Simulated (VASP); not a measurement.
A run of VASP 6.6.1 is set up as follows.

INCAR

```
SYSTEM = CsPbCl3
PREC = Accurate ; ENCUT = 600
EDIFF = 1E-6 ; ISMEAR = 0
SIGMA = 0.03 ; LREAL = .False.
LASPH = .True. ; NELM = 80
ALGO = Normal ; ISIF = 3
LWAVE = .False. ; LCHARG = .False.
GGA = PS ; IBRION = 2
NSW = 90 ; EDIFFG = -0.01
```

File KPOINTS:

```
regular mesh
0
Gamma
  6 6 6
  0 0 0
```

File POSCAR:

```
CsPbCl3
1.0
    5.6050000000      0.0000000000      0.0000000000
    0.0000000000      5.6050000000      0.0000000000
    0.0000000000      0.0000000000      5.6050000000
Cs Pb Cl
1 1 3
Direct
    0.0000000000      0.0000000000      0.0000000000
    0.5000000000      0.5000000000      0.5000000000
    0.5000000000      0.5000000000      0.0000000000
    0.0000000000      0.5000000000      0.5000000000
    0.5000000000      0.0000000000      0.5000000000
```

Potentials or basis: VASP PAW PBE potentials, release 64 (Cs_sv, Pb_d, Cl).

Run with:

```sh
$ cat potpaw_PBE.64/Cs_sv/POTCAR potpaw_PBE.64/Pb_d/POTCAR potpaw_PBE.64/Cl/POTCAR > POTCAR
$ mpirun -np 1 vasp_std > vasp.out
```

(1) What does it give for the relaxed cell?

(2) Estimate the space group after relaxing (to 0.05 Å).

Answers

(1) a = 5.616 Å, b = 5.616 Å, c = 5.616 Å, α = 90.00°, β = 90.00°, γ = 90.00°.

(2) Pm-3m (No. 221).
